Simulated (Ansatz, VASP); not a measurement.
# One calculation of NaCl, two programs

POSCAR

```
NaCl
1.0
    0.0000000000      3.0872727869      3.0872727869
    3.0872727869      0.0000000000      3.0872727869
    3.0872727869      3.0872727869      0.0000000000
Na Cl
1 1
Direct
    0.0000000000      0.0000000000      0.0000000000
    0.2500000000      0.2500000000      0.2500000000
```

The input INCAR.step1:

```
ALGO = Normal
EDIFF = 1E-4
ENCUT = 520
GGA = PE
ISMEAR = 0
LASPH = True
LCHARG = False
LREAL = False
LWAVE = True
NBANDS = 14
NELM = 100
PREC = Accurate
SIGMA = 0.01
```

INCAR.step2

```
ALGO = Normal
EDIFF = 1E-6
ENCUT = 520
ISIF = 2
ISMEAR = 0
ISTART = 1
LASPH = True
LCHARG = False
LMIXTAU = True
LREAL = False
LWAVE = False
METAGGA = R2SCAN
NBANDS = 14
NELM = 100
PREC = Accurate
SIGMA = 0.01
```

File KPOINTS:

```
k-points
0
Gamma
  8 8 8
```

Input for Ansatz:

```yaml
crystal:
  lattice:
    - [0.0, 3.0872727869, 3.0872727869]
    - [3.0872727869, 0.0, 3.0872727869]
    - [3.0872727869, 3.0872727869, 0.0]
  atoms:
    - { symbol: Na, position: [0.0, 0.0, 0.0] }
    - { symbol: Cl, position: [0.25, 0.25, 0.25] }
kpoints:
  mp_grid: { grid: [8, 8, 8] }
  band_path:
    path:
      - [0.0, 0.0, 0.0]
      - [-0.5, -0.5, 0.0]
      - [-0.375, -0.375, 0.25]
      - [-0.375, 0.0, 0.375]
      - [0.0, 0.0, 0.5]
      - [-0.5, -0.25, 0.25]
    npoints: 1
hamiltonian:
  xc: r2scan
scf:
  occupations: { method: fixed }
  n_extra_bands: 4
output:
  forces: true
  stress: true
  eigenvalues: true
```

Alike in both runs: task single point; functional r2SCAN; k mesh 8 × 8 × 8; no spin polarisation.

```csv
,VASP,Ansatz
version,VASP 6.6.1,Ansatz 0.2.0
potentials or method,"VASP PAW PBE potentials, release 64 (Na_pv, Cl)","plane waves, PAW"
plane-wave cutoff (eV),520,500
occupations,"gaussian, width 0.01 eV",fixed
valence electrons in the cell,14,16
```

|  | VASP | Ansatz | Ansatz less VASP |
| --- | --- | --- | --- |
| gap on the k mesh at the Fermi level (eV) | 5.57 | 5.55 | -0.015 |
| pressure (GPa) | -0.1 | 0.0 | +0.14 |

The two sets of potentials don't hold the same shells in valence.

Caveats: the PAW data sets were made with another functional, which shifts forces and pressure a little (VASP). A k mesh can miss the band edges. r2SCAN opens gaps a little over a GGA but as a rule still falls short of measured ones.
